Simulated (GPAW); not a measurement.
Set up this calculation in GPAW 26.7.0, as an ASE script.

```yaml
Task: band structure
Functional: PBE
Potentials_or_basis: SG15 ONCV 1.2
Cutoff: 1100 eV
Basis: pw
k_mesh: 6 × 6 × 3
Occupations: fermi-dirac, width 0.05 eV
Spin: no spin polarisation
Maxiter: 150
Band_path: GMKGALHA,LM,KH
Band_points: 80
```

Crystal: ZnO (zincite).

```xyz
4
Lattice="3.2493 0.0000 0.0000 -1.6247 2.8140 0.0000 0.0000 0.0000 5.2057" Properties=species:S:1:pos:R:3 pbc="T T T"
Zn    1.6247    0.9380    0.0000
Zn    0.0000    1.8760    2.6029
O     0.0000    1.8760    4.5759
O     1.6247    0.9380    1.9730
```

These files were run (other wordings do the same):

run.py

```python
from ase.dft.bandgap import bandgap
from ase.io import write
from ase.spacegroup import crystal
from ase.units import GPa
from gpaw import GPAW, PW, setup_paths

setup_paths.insert(0, '.')

# Zn 2b
# O 2b
atoms = crystal(['Zn', 'O'],
                basis=[[0.6666666667, 0.3333333333, 0.0],
                       [0.3333333333, 0.6666666667, 0.87901]],
                spacegroup=186, setting=1,  # P6_3mc
                cellpar=[3.249308, 3.249308, 5.205709, 90.0, 90.0, 120.0],
                primitive_cell=True)

calc = GPAW(mode=PW(1100),
            xc='PBE',
            kpts={'size': (6, 6, 3), 'gamma': True},
            occupations={'name': 'fermi-dirac', 'width': 0.05},
            setups='sg15',
            nbands=-13,
            convergence={'density': 1e-05, 'energy': 1e-05},
            maxiter=150,
            txt='gpaw.txt')
atoms.calc = calc
energy = atoms.get_potential_energy()
forces = atoms.get_forces()
stress = atoms.get_stress()
calc.write('gs.gpw')
write('result.traj', atoms)
print(f'Energy: {energy:.6f} eV')
print('Forces (eV/A):')
print(forces.round(4))
print('Stress (GPa):', (stress / GPa).round(3))
print('Fermi level:', round(calc.get_fermi_level(), 4), 'eV')
print(f'Gap: {bandgap(calc)[0]:.4f} eV, direct: {bandgap(calc, direct=True)[0]:.4f} eV')

path = atoms.cell.bandpath('GMKGALHA,LM,KH', npoints=80, eps=1e-4)
bs_calc = calc.fixed_density(kpts=path, symmetry='off', nbands=-23,
                             convergence={'bands': 'CBM+6.0', 'eigenstates': 1e-6}, txt='bands.txt')
bs = bs_calc.band_structure()
bs.write('bs.json')
print(f'Gap on the path: {bandgap(bs_calc)[0]:.4f} eV')
```

Potentials or basis: SG15 ONCV 1.2, pw.

Launch:

```bash
$ OMP_NUM_THREADS=1 python run.py
```

It gave:

```json
{"Pressure": "4.6 GPa", "Largest force": "0.073 eV/Å", "Band gap on the k mesh": "0.87 eV, direct", "Band gap along the path": "0.87 eV, direct"}
```

Caveat: the k mesh is coarse.

Wall time 3.3 min on 1 thread of Arm Neoverse V1, with other jobs on the host, peak memory 0.6 GiB.
